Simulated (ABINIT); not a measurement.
Runs of ABINIT 10.8.3 (patched build) on ZrSe2. Symmetry: P-3m1, No. 164, trigonal system. Conventional cell: a = 3.798 Å, b = 3.798 Å, c = 6.192 Å, α = 90.00°, β = 90.00°, γ = 120.00°. Zr (site symmetry -3m) has 6 Se at 2.68 Å as nearest neighbours. Se (site symmetry 3m) is surrounded by 3 Zr at 2.68 Å. 

```csv
task,level,k mesh,cutoff (eV),fine-grid cutoff,mesh quality,gap on the mesh (eV),pressure (GPa),largest force (eV/Å)
band structure,BP86,8 × 8 × 5,463,925.187 eV,not flagged,0.42,2.2,0.28
band structure,SOGGA,8 × 8 × 5,463,925.187 eV,not flagged,0.35,-2.0,0.06
single point,PBE,6 × 6 × 4,463,925.187 eV,not flagged,0.37,2.0,0.27
single point,r2SCAN,3 × 3 × 2,544,1088.46 eV,coarse,0.86,2.3,(b)
band structure,BLYP,8 × 8 × 5,463,925.187 eV,not flagged,0.46,5.7,0.46
band structure,PW91,8 × 8 × 5,463,925.187 eV,not flagged,0.42,1.8,0.26
single point,PBEsol,3 × 3 × 2,463,925.187 eV,coarse,0.48,(c),(a)
single point,r2SCAN,6 × 6 × 4,544,1088.46 eV,not flagged,0.67,(d),0.12
```

Alike in all rows: potentials or basis JTH PAW PBE v2.0; no spin polarisation; cell as given; smearing fermi-dirac 0.05 eV.

Problem. Estimate the missing entries.

Solution. (a) 0.07; (b) 0.01; (c) -0.3; (d) 1.6.

Caveats: some runs use coarse meshes; the PAW data sets were made with another functional, which shifts forces and pressure a little (some runs); this functional lacks dispersion, which binds the layers, so the pressure and a relaxed spacing across them are unreliable (some runs); an odd mesh through Γ misses points on the zone boundary, where band edges often lie (some runs).

A k mesh can miss the band edges, and the runs leave out spin-orbit coupling on Se, Zr.
